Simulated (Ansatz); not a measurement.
The system is Ir.

```xyz
1
Lattice="0.0000 1.9156 1.9156 1.9156 0.0000 1.9156 1.9156 1.9156 0.0000" Properties=species:S:1:pos:R:3 pbc="T T T"
Ir    0.0000    0.0000    0.0000
```

| Quantity | Value |
| --- | --- |
| Program | Ansatz 0.2.0 |
| Task | relaxation of cell and atoms |
| Functional | PBE |
| Potentials or basis | Ansatz PAW |
| Cutoff | 420 eV (not typed: the program's choice for these potentials) |
| k mesh | 12 × 12 × 12 |
| Occupations | fermi-dirac, width 0.05 eV |
| Spin | no spin polarisation |

At the start: volume 14.06 Å³/atom.

**Question.** How do energy, volume and symmetry change on relaxing?

**Answer.** It ends after 5 steps and the volume is 14.48 Å³/atom (+3.0 %); space group Fm-3m (No. 225, to 0.05 Å).

The path:
```csv
step,energy change (eV),largest force (eV/Å),volume (Å³)
1,0.0000,0.0000,14.06
2,-0.0139,0.0000,14.53
3,-0.0141,0.0000,14.49
4,-0.0141,0.0000,14.48
5,-0.0143,0.0000,14.48
```

Final structure:
```cif
data_structure
_symmetry_space_group_name_H-M 'P 1'
_symmetry_Int_Tables_number 1
_cell_length_a 2.7360
_cell_length_b 2.7360
_cell_length_c 2.7360
_cell_angle_alpha 60.000
_cell_angle_beta 60.000
_cell_angle_gamma 60.000
_cell_volume 14.48
loop_
_atom_site_label
_atom_site_type_symbol
_atom_site_fract_x
_atom_site_fract_y
_atom_site_fract_z
_atom_site_occupancy
Ir1 Ir 0.00000 0.00000 0.00000 1
```

Caveat: the plane-wave basis is chosen anew once the cell has moved, so the energies of steps on either side of that aren't comparable.
